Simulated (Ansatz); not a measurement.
Space group Im-3m (No. 229). a = 4.869 Å, b = 4.869 Å, c = 4.869 Å, α = 90.00°, β = 90.00°, γ = 90.00°
```
atom site symmetry x y z
  Ba    2a m-3m  0.0000  0.0000  0.0000
```

Equation of state of this Ba structure (not necessarily the ground state), with shape and atoms relaxed at each volume where symmetry leaves them free. It has no gap at any of these volumes. Theory: Ansatz, DFT PBEsol, scalar-relativistic, plane waves, PAW.

Settings: cutoff 420 eV, Γ-centred mesh 12×12×12 on the computed 1-atom cell, Gaussian smearing of 0.10 eV; no spin polarisation.

```tsv
V (Å³/atom)	E − E(largest V) (meV/atom)	P (GPa)
54.241	2.24	0.66
55.972	-2.86	0.33
57.703	-4.65	0.04
59.434	-3.59	-0.21
61.165	0.00	-0.44
```

**Question.** Fit a third-order Birch–Murnaghan equation to E(V).

**Answer.** V0 = 57.88 Å³/atom, B0 = 9 GPa, B0' = 3.5.

Spin-orbit coupling is left out, which matters for the bands of heavy elements.